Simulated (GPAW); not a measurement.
# Sb (Fm-3m) in GPAW: single point with PBE

Aim: the single point of Sb with PBE.

All numbers are computed with GPAW 26.7.0; they aren't measurements. Logs are shortened: lines on timing, memory, paths and dates and some standing lists are left out, and cuts for length are marked. The log counts tension as positive stress, the text compression.

## 1. Starting point

Symmetry: Fm-3m, No. 225, cubic system. The conventional cell has a = 4.742 Å, b = 4.742 Å, c = 4.742 Å, α = 90.00°, β = 90.00°, γ = 90.00°. Sb (site symmetry m-3m) is surrounded by 12 Sb at 3.35 Å.

This isn't the form of Sb at room conditions, which is rhombohedral.

## 2. Single point, PBE

Contents of Sb.cif:

```cif
data_Sb
_cell_length_a 3.35344333
_cell_length_b 3.35344333
_cell_length_c 3.35344333
_cell_angle_alpha 60.00000000
_cell_angle_beta 60.00000000
_cell_angle_gamma 60.00000000
_space_group_name_H-M_alt 'P1'
_space_group_name_Hall 'P 1'
_space_group_IT_number 1
loop_
_space_group_symop_operation_xyz
'x,y,z'
loop_
_atom_site_label
_atom_site_type_symbol
_atom_site_symmetry_multiplicity
_atom_site_Wyckoff_symbol
_atom_site_fract_x
_atom_site_fract_y
_atom_site_fract_z
_atom_site_occupancy
Sb1 Sb 1 a 0.0000000000 0.0000000000 0.0000000000 1
```

Potentials or basis: GPAW PAW data sets (gpaw-data 1.2.1), pw.

Run with:

```
$ OMP_NUM_THREADS=1 gpaw run Sb.cif -p 'mode=PW(600),xc=PBE,kpts={size:(10,10,10),gamma:True},occupations={name:fermi-dirac,width:0.05},nbands=15,convergence={density:1e-05,energy:1e-05},maxiter=150,txt=gpaw.txt' --properties efs -w gs.gpw
```

What it wrote:

```text
__  _  _
 | _ |_)|_||  |
 |__||  | ||/\| - 26.7.0

Input parameters:
  mode=PW(ecut=600.0),
  convergence={'density': 1e-05, 'energy': 1e-05},
  kpts=MonkhorstPack(size=[10, 10, 10], gamma=True),
  maxiter=150,
  nbands=15,
  occupations=Occupations(name='fermi-dirac', width=0.05),
  xc=XC(name='PBE')

Diagonalizing LCAO Hamiltonian
Converting LCAO to pw mode

       Sb

Atoms  # Å, Bohr magnetons
|   | symbol |        x |        y |        z |    initial magnetic moments |
|---|--------|----------|----------|----------|-----------------------------|
| 0 |     Sb | 0.000000 | 0.000000 | 0.000000 | ( 0.0000,  0.0000,  0.0000) |

Unit cell  # Å
| periodic |        x |        y |        z |  lengths |    angles |
|----------|----------|----------|----------|----------|-----------|
|      yes | 3.353443 | 0.000000 | 0.000000 | 3.353443 | 60.000000 |
|      yes | 1.676722 | 2.904167 | 0.000000 | 3.353443 | 60.000000 |
|      yes | 1.676722 | 0.968056 | 2.738075 | 3.353443 | 60.000000 |

Number of symmetries: 48
Symmetry operations  # r_c * U_cc + t_c -> r_c
|    | kind |            matrix            |
|----|------|------------------------------|
|  0 |  σ   |  1, 0, 0,  1, 0,-1,  1,-1, 0 |
|  1 |  C2  |  1, 0, 0,  1,-1, 0,  1, 0,-1 |
|  2 |  E   |  1, 0, 0,  0, 1, 0,  0, 0, 1 |
|  3 |  σ   |  1, 0, 0,  0, 0, 1,  0, 1, 0 |
|  4 |  C4  |  1, 0,-1,  1, 0, 0,  1,-1, 0 |
|  5 |  S6  |  1, 0,-1,  1,-1, 0,  1, 0, 0 |
|  6 |  σ   |  1, 0,-1,  0, 1,-1,  0, 0,-1 |
|  7 |  C3  |  1, 0,-1,  0, 0,-1,  0, 1,-1 |
|  8 |  S6  |  1,-1, 0,  1, 0, 0,  1, 0,-1 |
|  9 |  C4  |  1,-1, 0,  1, 0,-1,  1, 0, 0 |
| 10 |  C3  |  1,-1, 0,  0,-1, 1,  0,-1, 0 |
| 11 |  σ   |  1,-1, 0,  0,-1, 0,  0,-1, 1 |
| 12 |  σ   |  0, 1, 0,  1, 0, 0,  0, 0, 1 |
| 13 |  C4  |  0, 1, 0,  0, 1,-1, -1, 1, 0 |
| 14 |  C3  |  0, 1, 0,  0, 0, 1,  1, 0, 0 |
| 15 |  S6  |  0, 1, 0, -1, 1, 0,  0, 1,-1 |
| 16 |  C2  |  0, 1,-1,  1, 0,-1,  0, 0,-1 |
| 17 |  σ   |  0, 1,-1,  0, 1, 0, -1, 1, 0 |
| 18 |  S4  |  0, 1,-1,  0, 0,-1,  1, 0,-1 |
| 19 |  C4  |  0, 1,-1, -1, 1, 0,  0, 1, 0 |
| 20 |  C3  |  0, 0, 1,  1, 0, 0,  0, 1, 0 |
| 21 |  σ   |  0, 0, 1,  0, 1, 0,  1, 0, 0 |
| 22 |  S6  |  0, 0, 1,  0,-1, 1, -1, 0, 1 |
| 23 |  C4  |  0, 0, 1, -1, 0, 1,  0,-1, 1 |
| 24 |  S4  |  0, 0,-1,  1, 0,-1,  0, 1,-1 |
| 25 |  C3  |  0, 0,-1,  0, 1,-1,  1, 0,-1 |
| 26 |  C2  |  0, 0,-1,  0,-1, 0, -1, 0, 0 |
| 27 |  S6  |  0, 0,-1, -1, 0, 0,  0,-1, 0 |
| 28 |  S4  |  0,-1, 1,  1,-1, 0,  0,-1, 0 |
| 29 |  C4  |  0,-1, 1,  0, 0, 1, -1, 0, 1 |
| 30 |  C2  |  0,-1, 1,  0,-1, 0,  1,-1, 0 |
| 31 |  σ   |  0,-1, 1, -1, 0, 1,  0, 0, 1 |
| 32 |  C3  |  0,-1, 0,  1,-1, 0,  0,-1, 1 |
| 33 |  S6  |  0,-1, 0,  0, 0,-1, -1, 0, 0 |
| 34 |  S4  |  0,-1, 0,  0,-1, 1,  1,-1, 0 |
| 35 |  C2  |  0,-1, 0, -1, 0, 0,  0, 0,-1 |
| 36 |  C2  | -1, 1, 0,  0, 1, 0,  0, 1,-1 |
| 37 |  S6  | -1, 1, 0,  0, 1,-1,  0, 1, 0 |
| 38 |  S4  | -1, 1, 0, -1, 0, 1, -1, 0, 0 |
| 39 |  C3  | -1, 1, 0, -1, 0, 0, -1, 0, 1 |
| 40 |  S6  | -1, 0, 1,  0, 0, 1,  0,-1, 1 |
| 41 |  C2  | -1, 0, 1,  0,-1, 1,  0, 0, 1 |
| 42 |  C3  | -1, 0, 1, -1, 1, 0, -1, 0, 0 |
| 43 |  S4  | -1, 0, 1, -1, 0, 0, -1, 1, 0 |
| 44 |  C2  | -1, 0, 0,  0, 0,-1,  0,-1, 0 |
| 45 |  i   | -1, 0, 0,  0,-1, 0,  0, 0,-1 |
| 46 |  σ   | -1, 0, 0, -1, 1, 0, -1, 0, 1 |
| 47 |  C2  | -1, 0, 0, -1, 0, 1, -1, 1, 0 |

BZ-sampling:
  Number of BZ points: 1000
  Number of IBZ points: 47

  Monkhorst-Pack size: [10, 10, 10]
  Monkhorst-Pack shift: [0.05, 0.05, 0.05]

K-points  # in reciprocal-cell coordinates
|     |                                coordinates |     weight |
|-----|--------------------------------------------|------------|
|   0 | (  0.00000000,   0.00000000,   0.00000000) | 0.00100000 |
|   1 | (  0.10000000,   0.10000000,   0.00000000) | 0.00600000 |
|   2 | (  0.10000000,   0.10000000,   0.10000000) | 0.00800000 |
|   3 | (  0.20000000,   0.10000000,   0.10000000) | 0.01200000 |
|   4 | (  0.20000000,   0.20000000,   0.00000000) | 0.00600000 |
|   5 | (  0.20000000,   0.20000000,   0.10000000) | 0.02400000 |
|   6 | (  0.20000000,   0.20000000,   0.20000000) | 0.00800000 |
|   7 | (  0.30000000,   0.20000000,   0.10000000) | 0.02400000 |
|   8 | (  0.30000000,   0.20000000,   0.20000000) | 0.02400000 |
|   9 | (  0.30000000,   0.30000000,   0.00000000) | 0.00600000 |
| ... |                                            |            |
|  46 | (  0.50000000,   0.50000000,   0.50000000) | 0.00400000 |

Plane wave coefficients: 908
Cutoff: 600.0 eV

Spin-components: 1 (collinear spins)
Bands:           15
Projectors:      6
Spin-degeneracy: 2
Datatype:        complex128

Parallelization:
  kpt:    1
  domain: 1
  band:   1

Density:
  Valence electrons: 15.0
  Components: 1
  Grid points: [20 20 20]
  Charge: 0.0  # |e|

Potential:
  Grid points: [20 20 20]

species:
  Sb:
    name:    Antimony
    Z:       51.0
    valence: 15
    core:    36
    charge:  0.0  # [|e|]
    compensation charges:
      type: gauss
      rc: 0.36  # [Å]
      lmax: 2
    cutoffs:
      filter: 2.23  # [Å]
      core: 2.23  # [Å]
    projectors
    | kind |    occ | energy [eV] | rcut [Å] |
    |------|--------|-------------|----------|
    |   5s |  2.000 |     -12.815 |    1.154 |
    |   5p |  3.000 |      -4.830 |    1.233 |
    |   4d | 10.000 |     -33.514 |    1.196 |
    |    s |        |      14.396 |    1.154 |
    |    p |        |      22.381 |    1.233 |
    |    d |        |      -6.303 |    1.196 |

    Using partial waves for Sb as LCAO basis

Reference energy: -176281.558248  # eV

eigensolver:
  PPCG
  Converge bands: occupied
  niter=2

density mixing:
  MSR1-Mixer
  Pratt-step length: 0.05
  Maximum mixing coefficient: 0.75
  Old densities: 10
  SVD Regularization: 0.005
  Good broyden scale: 1.0
  Trust region scale: 1.0
  Backstep threshold: 4.0
  History deletion threshold: 6.0
  Fourier metric: weight=20.0, sigma=0.015

occupation numbers:
  Fermi-Dirac:
    width: 0.0500  # eV

poisson solver:
  ecut: 4800.0  # eV

xc functional:
  name: PBE with 2 nearest neighbor stencil

convergence criteria:
- Maximum integral of absolute [dens]ity change: 1e-05 electrons / valence electron
- Maximum [total energy] change in last 3 cyles: 1e-05 eV / valence electron
- Maximum integral of absolute [eigenst]ate change: 4e-08 eV^2 / valence electron
maximum number of iterations: 150

SCF iterations
|iter     | |      energy | eigst |  dens |
|---------|-|-------------|-------|-------|
|iter:   1| |   -4.086000 | +0.24 |       |
|iter:   2| |   -4.087770 | -2.27 | -1.85 |
|iter:   3| |   -4.082501 | -2.67 | -1.87 |
|iter:   4| |   -4.082756 | -4.10 | -2.54 |
|iter:   5| |   -4.082809 | -5.20 | -3.03 |
|iter:   6| |   -4.082813c| -6.06 | -3.75 |
|iter:   7| |   -4.082813c| -7.52c| -4.77 |
|iter:   8| |   -4.082813c| -7.74c| -5.18c|

Converged in 8 steps
Energy contributions relative to reference atoms: (reference = -176281.558248)

Energy contributions:
  Kinetic:           0.347559
  Coulomb:          -0.654911
  Zero:              0.174888
  External:          0.000000
  Xc:               -3.946979
  Entropy:          -0.006740
  Spinorbit:         0.000000
  ----------------------------
  Free energy:      -4.086182
  Extrapolated:     -4.082813

dipole moment: (-24.261627, -14.007457, -9.904768)  # |e|*Ang

Fermi level: 8.235
Eigenvalues  # (at kpt = [0.000, 0.000, 0.000])
| band index |      eig [eV] | occ [0-2] |
|------------|---------------|-----------|
|          0 |       -21.080 |     2.000 |
|          1 |       -21.080 |     2.000 |
|          2 |       -21.080 |     2.000 |
|          3 |       -21.042 |     2.000 |
|          4 |       -21.042 |     2.000 |
|          5 |        -4.720 |     2.000 |
|          6 |        13.642 |     0.000 |
|          7 |        13.642 |     0.000 |
|          8 |        13.642 |     0.000 |
|          9 |        18.568 |     0.000 |
|         10 |        18.796 |     0.000 |
|         11 |        18.796 |     0.000 |
|         12 |        18.796 |     0.000 |
|         13 |        20.364 |     0.000 |
|         14 |        23.645 |     0.000 |

No gap
No difference between direct/indirect transitions

Forces  # eV/Ang
|        x |        y |        z |
|----------|----------|----------|
| -0.00000 | -0.00000 | -0.00000 |  # Sb   0

Stress tensor  # eV/Ang^3
|         x |         y |         z |
|-----------|-----------|-----------|
| -0.009558 |  0.000000 |  0.000000 |
|  0.000000 | -0.009558 |  0.000000 |
|  0.000000 |  0.000000 | -0.009558 |

# Writing to gs.gpw (mode='')
```

It took 8.7 s on 1 thread of AMD EPYC 7B13 (Zen 3), shared host; peak memory 0.14 GiB.

Results:

- Free energy: -4.0862 eV
- Pressure: 1.5 GPa
- Band gap on the k mesh: none (metal or under the smearing width)
